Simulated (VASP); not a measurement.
The system is S.

```
S
1.0
     5.40900    3.12289    1.42667
    -5.40900    3.12289    1.42667
     0.00000   -6.24578    1.42667
S
6
Cartesian
  4.1595 -1.7607 2.4018
  -3.6046 -2.7219 2.4018
  -0.5550 4.4826 2.4018
  -4.1595 1.7607 1.8782
  3.6046 2.7219 1.8782
  0.5550 -4.4826 1.8782
```

This isn't the form of S at room conditions, which is orthorhombic, of S8 rings.

Base run:

```yaml
Program: VASP 6.6.1
Functional: RPBE
Potentials_or_basis: VASP PAW PBE potentials, release 64 (S)
Cutoff: 500 eV
k_mesh: 7 × 7 × 7
Occupations: gaussian, width 0.05 eV
Spin: no spin polarisation
```

Its results: band gap on the k mesh 2.28 eV, indirect (least direct gap 2.35 eV); pressure 4.1 GPa; largest force 0.286 eV/Å.

**Question.** The run is repeated on the same cell with these changes: functional from RPBE to vdW-DF2; cutoff from 500 eV to 520 eV; occupations from gaussian, width 0.05 eV to fermi-dirac, width 0.05 eV. What comes out?

**Answer.** Band gap on the k mesh 2.17 eV, indirect (least direct gap 2.25 eV); pressure 5.3 GPa; largest force 1.086 eV/Å.

Caveats: the PAW data sets were made with another functional, which shifts forces and pressure a little; an odd mesh through Γ misses points on the zone boundary, where band edges often lie.
